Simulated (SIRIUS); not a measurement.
# Gd under changes of volume

One of the cells (35.272 Å³/atom); the others are scaled copies at fixed shape and fractional positions:

```
CELL_PARAMETERS angstrom
0.00000 2.60294 2.60294
2.60294 0.00000 2.60294
2.60294 2.60294 0.00000
ATOMIC_POSITIONS crystal
Gd 0.00000 0.00000 0.00000
```

This isn't the form of Gd at room conditions, which is hcp.

* Program: SIRIUS 7.12.0
* Functional: PBE
* Potentials or basis: all-electron FP-LAPW
* Cutoff: 168 eV
* Basis: apw+lo standard
* k mesh: 9 × 9 × 9
* Occupations: fermi-dirac, width 0.05 eV
* Spin: collinear spin, ferromagnetic start
* Starting moments: [7.0] μB

| volume (Å³/atom) | energy over the lowest point (meV/atom) | moment (μB per cell) |
| --- | --- | --- |
| 32.505 | 0.00 | 7.48 |
| 33.197 | ? | ? |
| 33.888 | 5.55 | 7.50 |
| 35.272 | 20.99 | 7.54 |
| 35.963 | 31.49 | 7.56 |
| 36.655 | 43.11 | 7.59 |

What does the run at 33.197 Å³/atom give?

Energy over the lowest point 1.30 meV/atom; moment 7.49 μB per cell.

Worked out: A Birch-Murnaghan fit of order 3 (a polynomial in V^(-2/3)) to the other rows has its minimum at 32.59 Å³/atom with B0 = V·E''(V) = 38 GPa (rough, since the energies scatter). It gives 1.27 meV/atom at 33.197 Å³/atom, against the run's 1.30. A parabola through the other rows of the moment, of slope 0.0155 μB per Å³/atom there, gives 7.49 μB, against the run's 7.49.

Energies are extrapolated to zero smearing.
